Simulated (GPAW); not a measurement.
Input of a GPAW 26.7.0 run:

File run.py:

```python
import numpy as np
from ase.dft.bandgap import bandgap
from ase.io import write
from ase.spacegroup import crystal
from gpaw import GPAW, PW
from gpaw.response.df import DielectricFunction

# Mo 2c
# Se 4f
atoms = crystal(['Mo', 'Se'],
                basis=[[0.6666666667, 0.3333333333, 0.75],
                       [0.6666666667, 0.3333333333, 0.375]],
                spacegroup=194, setting=1,  # P6_3/mmc
                cellpar=[3.288, 3.288, 12.9, 90.0, 90.0, 120.0],
                primitive_cell=True)

calc = GPAW(mode=PW(400),
            xc='PBE',
            kpts={'size': (8, 8, 2), 'gamma': True},
            occupations={'name': 'fermi-dirac', 'width': 0.001},
            nbands=46,
            convergence={'density': 1e-06},
            maxiter=150,
            txt='gpaw.txt')
atoms.calc = calc
energy = atoms.get_potential_energy()
calc.write('gs.gpw')
write('result.traj', atoms)
print(f'Energy: {energy:.6f} eV')
print('Fermi level:', round(calc.get_fermi_level(), 4), 'eV')
print(f'Gap: {bandgap(calc)[0]:.4f} eV, direct: {bandgap(calc, direct=True)[0]:.4f} eV')

for size in [(12, 12, 3), (16, 16, 4)]:
    name = 'x'.join(str(n) for n in size)
    dense = calc.fixed_density(kpts={'size': size, 'gamma': True},
                               nbands=80, convergence={'bands': 74},
                               update_fermi_level=True, txt=f'dense-{name}.txt')
    dense.write(f'{name}.gpw', mode='all')
    df = DielectricFunction(f'{name}.gpw', frequencies=np.array([0.0]), hilbert=False, eta=0.001,
                            ecut=80, nbands=74, intraband=False, txt=f'df-{name}.txt')
    for xc in ['RPA', 'ALDA_X', 'Bootstrap']:
        for direction in ['x', 'y', 'z', [0, 1, 1], [1, 0, 1], [1, 1, 0]]:
            e0, e = df.get_macroscopic_dielectric_constant(xc=xc, direction=direction)
            print(f'{name} {xc} {direction}: {e0:.4f} without, {e:.4f} with local fields')
```

Potentials or basis: GPAW PAW data sets (gpaw-data 1.2.1), pw.

The run is started by

```sh
$ OMP_NUM_THREADS=1 python run.py
```

Question: Estimate the electronic dielectric tensor (diagonal).

Answer: 14.65, 14.65, 6.59.

Question: Estimate the band gap on the k mesh.

Answer: 0.93 eV, indirect (least direct gap 1.62 eV).

Electronic dielectric tensor:
```
14.65  0.00  0.00
 0.00 14.65  0.00
 0.00  0.00  6.59
```

Caveat: the long-wavelength limit can be off by several per cent where d states take part. As with any semilocal functional, this PBE gap is likely too small.
